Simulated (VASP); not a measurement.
# KI (Fm-3m) in VASP: notebook

One crystal, KI, is run at these levels: PBE+D3(BJ); tasks: relaxation of the atoms.

Everything below comes from runs of VASP 6.6.1. Logs are shortened: lines on timing, memory, paths and dates and some standing lists are left out, and cuts for length are marked.

**What was measured.**

A printed reference work, monograph reports, for a bulk crystal of KI: band gap 6.32 eV.

How close the calculation comes is told below.

## 1. The structure

Symmetry: Fm-3m, No. 225, cubic system. The conventional cell has a = 7.014 Å, b = 7.014 Å, c = 7.014 Å, α = 90.00°, β = 90.00°, γ = 90.00°. K (site symmetry m-3m) has 6 I at 3.51 Å as nearest neighbours. I (site symmetry m-3m) has 6 K at 3.51 Å as nearest neighbours.

## 2. Relaxation of the atoms, PBE+D3(BJ) (a relaxed cell with its volume scaled by 0.98)

INCAR

```
  PREC = Accurate
  ENCUT = 600
  EDIFF = 1E-7
  ISMEAR = 0
  SIGMA = 0.03
  LREAL = F
  LASPH = T
  NELM = 80
  ALGO = Fast
  ISIF = 2
  LWAVE = F
  LCHARG = F
  GGA = PE
  IVDW = 12
  IBRION = 2
  NSW = 40
  EDIFFG = -0.01
```

KPOINTS

```
regular mesh
0
Gamma
  8 8 8
```

POSCAR

```
KI                                      
1.0
    0.0000000000      3.4832848994      3.4832848994
    3.4832848994      0.0000000000      3.4832848994
    3.4832848994      3.4832848994      0.0000000000
  K               I             
     1     1
Direct
     0.0000000000000000    0.0000000000000000    0.0000000000000000
     0.5000000000000000    0.5000000000000000    0.5000000000000000
```

Potentials or basis: VASP PAW PBE potentials, release 64 (K_sv, I).

Started as:

```console
> cat potpaw_PBE.64/K_sv/POTCAR potpaw_PBE.64/I/POTCAR > POTCAR
> mpirun -np 1 vasp_std > vasp.out
```

OUTCAR:

```text
PREC = Accurate
   ENCUT = 600
   EDIFF = 1E-7
   ISMEAR = 0
   LREAL = F
   LASPH = T
   NELM = 80
   ISIF = 2
   GGA = PE
   IVDW = 12
   IBRION = 2
   NSW = 40
   EDIFFG = -0.01
 IVDW          = 12

 ion  position               nearest neighbor table
   1  0.000  0.000  0.000-   2 3.48   2 3.48   2 3.48   2 3.48   2 3.48   2 3.48
   2  0.500  0.500  0.500-   1 3.48   1 3.48   1 3.48   1 3.48   1 3.48   1 3.48

  LATTYP: Found a face centered cubic cell.
 ALAT       =     6.9665697988

  Lattice vectors:

 A1 = (   0.0000000000,   3.4832848994,   3.4832848994)
 A2 = (   3.4832848994,   0.0000000000,   3.4832848994)
 A3 = (   3.4832848994,   3.4832848994,   0.0000000000)

Analysis of symmetry for initial positions (statically):
=====================================================================
 Subroutine PRICEL returns:
 Original cell was already a primitive cell.

 Routine SETGRP: Setting up the symmetry group for a
 face centered cubic supercell.

 Subroutine GETGRP returns: Found 48 space group operations
 (whereof 48 operations were pure point group operations)
 out of a pool of 48 trial point group operations.

The static configuration has the point symmetry O_h .

Analysis of symmetry for dynamics (positions and initial velocities):
=====================================================================
 Subroutine PRICEL returns:
 Original cell was already a primitive cell.

 Routine SETGRP: Setting up the symmetry group for a
 face centered cubic supercell.

 Subroutine GETGRP returns: Found 48 space group operations
 (whereof 48 operations were pure point group operations)
 out of a pool of 48 trial point group operations.

The dynamic configuration has the point symmetry O_h .

 Subroutine INISYM returns: Found 48 space group operations
 (whereof 48 operations are pure point group operations),
 and found     1 'primitive' translations

----------------------------------------------------------------------------------------

                                     Primitive cell

  volume of cell :      84.5273

  direct lattice vectors                    reciprocal lattice vectors
     0.000000000  3.483284899  3.483284899    -0.143542666  0.143542666  0.143542666
     3.483284899  0.000000000  3.483284899     0.143542666 -0.143542666  0.143542666
     3.483284899  3.483284899  0.000000000     0.143542666  0.143542666 -0.143542666

  length of vectors
     4.926108746  4.926108746  4.926108746     0.248623190  0.248623190  0.248623190

  position of ions in fractional coordinates (direct lattice)
     0.000000000  0.000000000  0.000000000
     0.500000000  0.500000000  0.500000000

  ion indices of the primitive-cell ions
   primitive index   ion index
                 1           1
                 2           2

----------------------------------------------------------------------------------------

 KPOINTS: regular mesh

Automatic generation of k-mesh.
 Grid dimensions read from file:
 generate k-points for:    8    8    8

 Generating k-lattice:

  Cartesian coordinates                     Fractional coordinates (reciprocal lattice)
    -0.017942833  0.017942833  0.017942833     0.125000000  0.000000000  0.000000000
     0.017942833 -0.017942833  0.017942833     0.000000000  0.125000000  0.000000000
     0.017942833  0.017942833 -0.017942833     0.000000000  0.000000000  0.125000000

  Length of vectors
     0.031077899  0.031077899  0.031077899

  Shift w.r.t. Gamma in fractional coordinates (k-lattice)
     0.000000000  0.000000000  0.000000000

 Subroutine IBZKPT returns following result:
 ===========================================

 Found     29 irreducible k-points:

 Following reciprocal coordinates:
            Coordinates               Weight
  0.000000  0.000000  0.000000      1.000000
  0.125000  0.000000  0.000000      8.000000
  0.250000  0.000000  0.000000      8.000000
  0.375000  0.000000  0.000000      8.000000
  0.500000  0.000000  0.000000      4.000000
  0.125000  0.125000  0.000000      6.000000
[... 16 lines left out ...]
  0.500000  0.250000  0.125000     48.000000
 -0.375000  0.250000  0.125000     24.000000
 [... further k-points ...]
   k-points           NKPTS =     29   k-points in BZ     NKDIM =     29   number of bands    NBANDS=     12
   number of dos      NEDOS =    301   number of ions     NIONS =      2
   total plane-waves  NPLWV =  64000
   dimension x,y,z NGX =    40 NGY =   40 NGZ =   40
   dimension x,y,z NGXF=    80 NGYF=   80 NGZF=   80
   ions per type =               1   1
   NGX,Y,Z   is equivalent  to a cutoff of  13.50, 13.50, 13.50 a.u.
   NGXF,Y,Z  is equivalent  to a cutoff of  27.00, 27.00, 27.00 a.u.
 SYSTEM =  unknown system
   PREC   = accura    normal or accurate (medium, high low for compatibility)
   ISTART =      0    job   : 0-new  1-cont  2-samecut
   ICHARG =      2    charge: 1-file 2-atom 10-const
   ISPIN  =      1    spin polarized calculation?
   LNONCOLLINEAR =      F non collinear calculations
   LSORBIT =      F    spin-orbit coupling
   LASPH  =      T    aspherical Exc in radial PAW
   ENCUT  =  600.0 eV  44.10 Ry    6.64 a.u.   9.84  9.84  9.84*2*pi/ulx,y,z
   NELM   =     80;   NELMIN=  2; NELMDL= -5     # of ELM steps
   EDIFF  = 0.1E-06   stopping-criterion for ELM
   LREAL  =      F    real-space projection
   EDIFFG = -.1E-01   stopping-criterion for IOM
   NSW    =     40    number of steps for IOM
   IBRION =      2    ionic relax: 0-MD 1-quasi-New 2-CG
   NFREE  =      1    steps in history (QN), initial steepest desc. (CG)
   ISIF   =      2    stress and relaxation
   ISYM   =      2    0-nonsym 1-usesym 2-fastsym
   POTIM  = 0.5000    time-step for ionic-motion
   TEBEG  =    0.0;   TEEND  =   0.0 temperature during run
   PSTRESS=    0.0 pullay stress
   NELECT =      16.0000    total number of electrons
   NUPDOWN=      -1.0000    fix difference up-down
   EMIN   =  10.00;   EMAX   =-10.00  energy-range for DOS
   EFERMI =   0.00;   METHOD = LEGACY
   ISMEAR =     0;   SIGMA  =   0.03  broadening in eV -4-tet -1-fermi 0-gaus
   EFERMI_NEDOS =   21; number of points for ismear=-14 and -15
   IALGO  =     68    algorithm
   IMIX   =      4    mixing-type and parameters
     AMIX     =   0.40;   BMIX     =  1.00
     AMIX_MAG =   1.60;   BMIX_MAG =  1.00
  volume/ion in A,a.u.               =      42.26       285.21
  Fermi-wavevector in a.u.,A,eV,Ry     =   0.939974  1.776293 12.021442  0.883551
  Thomas-Fermi vector in A             =   2.067340
   LORBIT       =      0    0 simple, 1 ext, 2 COOP (PROOUT), +10 PAW based schemes
   GGA     = PE    functional components
   LHFCALC =     F    Hartree Fock is set to
   AEXX    =    0.0000 exact exchange contribution
   IVDW    =    12    specifies the selected vdW correction
   LEPSILON=     F    determine dielectric tensor
   LRPA    =     F    only Hartree local field effects (RPA)
 conjugate gradient relaxation of ions
 non-spin polarized calculation
 RMM-DIIS sequential band-by-band and
 Gauss-broadening in eV      SIGMA  =   0.03
  energy-cutoff  :      600.00
  volume of cell :       84.53
 maximum number of plane-waves:      2840
   NGX = 19   NGY = 19   NGZ = 19

 number of electron      16.0000000 magnetization

 Free energy of the ion-electron system (eV)
  ---------------------------------------------------
  ext. energy  EPLUGINS =         0.00000000
  ---------------------------------------------------
  free energy    TOTEN  =        -5.53539664 eV

  energy without entropy =       -5.53539664  energy(sigma->0) =       -5.53539664

 E-fermi :   0.0105     XC(G=0):  -7.3448

 val. band max:       -0.1891819241   @ k =   0.0000   0.0000   0.0000
 cond. band min:       3.8761494036   @ k =   0.0000   0.0000   0.0000
 fundamental gap:      4.0653313278
 Fermi energy:         0.0104739354

 k-point     1 :       0.0000    0.0000    0.0000
  band No.  band energies     occupation
      1     -28.6195      2.00000
      2     -12.1133      2.00000
      3     -12.1133      2.00000
      4     -12.1133      2.00000
      5     -10.7577      2.00000
      6      -0.1892      2.00000
      7      -0.1892      2.00000
      8      -0.1892      2.00000
      9       3.8761      0.00000
     10       6.2867      0.00000
     11       6.2867      0.00000
     12       6.2870      0.00000

 k-point     2 :       0.1250    0.0000    0.0000
  band No.  band energies     occupation
      1     -28.6192      2.00000
      2     -12.1455      2.00000
      3     -12.1137      2.00000
      4     -12.1137      2.00000
      5     -10.7043      2.00000
      6      -0.4668      2.00000
      7      -0.2490      2.00000
      8      -0.2490      2.00000
      9       4.2746      0.00000
     10       6.2205      0.00000
     11       6.4623      0.00000
     12       6.4625      0.00000

 k-point     3 :       0.2500    0.0000    0.0000
  band No.  band energies     occupation
      1     -28.6182      2.00000
      2     -12.2153      2.00000
      3     -12.1146      2.00000
      4     -12.1146      2.00000
      5     -10.5820      2.00000
      6      -1.0076      2.00000
      7      -0.3855      2.00000
      8      -0.3855      2.00000
      9       4.9758      0.00000
     10       6.4284      0.00000
     11       6.9228      0.00000
     12       6.9229      0.00000

 k-point     4 :       0.3750    0.0000    0.0000
  band No.  band energies     occupation
      1     -28.6173      2.00000
      2     -12.2768      2.00000
      3     -12.1155      2.00000
      4     -12.1155      2.00000
      5     -10.4663      2.00000
      6      -1.4460      2.00000
      7      -0.5122      2.00000
      8      -0.5122      2.00000
      9       5.2941      0.00000
     10       7.2319      0.00000
     11       7.5522      0.00000
     12       7.5524      0.00000

 k-point     5 :       0.5000    0.0000    0.0000
  band No.  band energies     occupation
      1     -28.6169      2.00000
      2     -12.3003      2.00000
      3     -12.1159      2.00000
      4     -12.1159      2.00000
      5     -10.4198      2.00000
      6      -1.6087      2.00000
      7      -0.5622      2.00000
      8      -0.5622      2.00000
      9       5.3765      0.00000
     10       7.6460      0.00000
     11       8.0410      0.00000
     12       8.0412      0.00000
[... 228 lines left out ...]
      1     -28.6161      2.00000
      2     -12.1681      2.00000
      3     -12.1354      2.00000
      4     -12.1354      2.00000
      5     -10.5951      2.00000
      6      -1.2530      2.00000
      7      -0.5801      2.00000
      8      -0.5801      2.00000
      9       4.6727      0.00000
     10       5.6772      0.00000
     11       7.9620      0.00000
     12       8.8318      0.00000

 k-point    22 :       0.3750    0.2500    0.1250
  band No.  band energies     occupation
      1     -28.6176      2.00000
      2     -12.2174      2.00000
      3     -12.1282      2.00000
      4     -12.1175      2.00000
      5     -10.5501      2.00000
      6      -1.1436      2.00000
      7      -0.5139      2.00000
      8      -0.4754      2.00000
      9       5.5619      0.00000
     10       5.6577      0.00000
     11       7.3782      0.00000
     12       7.5550      0.00000

 k-point    23 :       0.5000    0.2500    0.1250
  band No.  band energies     occupation
      1     -28.6168      2.00000
      2     -12.2412      2.00000
      3     -12.1334      2.00000
      4     -12.1207      2.00000
      5     -10.4921      2.00000
      6      -1.3170      2.00000
      7      -0.6963      2.00000
      8      -0.5749      2.00000
      9       5.7424      0.00000
     10       6.4512      0.00000
     11       7.1807      0.00000
     12       8.0923      0.00000

 k-point    24 :      -0.3750    0.2500    0.1250
  band No.  band energies     occupation
      1     -28.6165      2.00000
      2     -12.2509      2.00000
      3     -12.1338      2.00000
      4     -12.1235      2.00000
      5     -10.4685      2.00000
      6      -1.3783      2.00000
      7      -0.7786      2.00000
      8      -0.6135      2.00000
      9       5.8945      0.00000
     10       6.6862      0.00000
     11       7.3548      0.00000
     12       8.1693      0.00000

 [... further k-points ...]

------------------------ aborting loop because EDIFF is reached ----------------------------------------

 Edisp (eV)   -0.47521

 E8    (eV) :    -0.2296

  FORCE on cell =-STRESS in cart. coord.  units (eV):
  Direction    XX          YY          ZZ          XY          YZ          ZX
  --------------------------------------------------------------------------------------
  -------------------------------------------------------------------------------------
  Total       0.14080     0.14080     0.14080    -0.00000     0.00000    -0.00000
  in kB       2.66886     2.66886     2.66886    -0.00000     0.00000    -0.00000
  external pressure =        2.67 kB  Pullay stress =        0.00 kB

 VOLUME and BASIS-vectors are now :
 -----------------------------------------------------------------------------
  energy-cutoff  :      600.00
  volume of cell :       84.53
      direct lattice vectors                 reciprocal lattice vectors
     0.000000000  3.483284899  3.483284899    -0.143542666  0.143542666  0.143542666
     3.483284899  0.000000000  3.483284899     0.143542666 -0.143542666  0.143542666
     3.483284899  3.483284899  0.000000000     0.143542666  0.143542666 -0.143542666

 POSITION                                       TOTAL-FORCE (eV/Angst)
 -----------------------------------------------------------------------------------
      0.00000      0.00000      0.00000         0.000000      0.000000      0.000000
      3.48328      3.48328      3.48328        -0.000000     -0.000000     -0.000000
 -----------------------------------------------------------------------------------
    total drift:                                0.000000     -0.000000     -0.000000

  FREE ENERGIE OF THE ION-ELECTRON SYSTEM (eV)
  ---------------------------------------------------
  free  energy   TOTEN  =        -6.0106069930 eV

  energy  without entropy=       -6.0106069930  energy(sigma->0) =       -6.01060699

 reached required accuracy - stopping structural energy minimisation
```

Wall time 49 s (1 thread of Intel Xeon Platinum 8259CL at 2.50GHz (Skylake/Cascade Lake), shared host); peak memory 0.26 GiB.

What came out:

```
Free energy                : -6.0106 eV
Pressure after relaxing    : 0.3 GPa
Band gap on the k mesh     : 4.07 eV, direct
Dispersion energy per atom : -0.238 eV
```

Final structure:
```
CELL_PARAMETERS angstrom
0.00000 3.48328 3.48328
3.48328 0.00000 3.48328
3.48328 3.48328 0.00000
ATOMIC_POSITIONS crystal
K 0.00000 0.00000 0.00000
I 0.50000 0.50000 0.50000
```

Caveat: the relaxation stopped at its first step, so nothing moved; spin-orbit coupling is left out, which moves the levels of the heavy elements. A k mesh can miss the band edges.

[end of part 1 of 2]
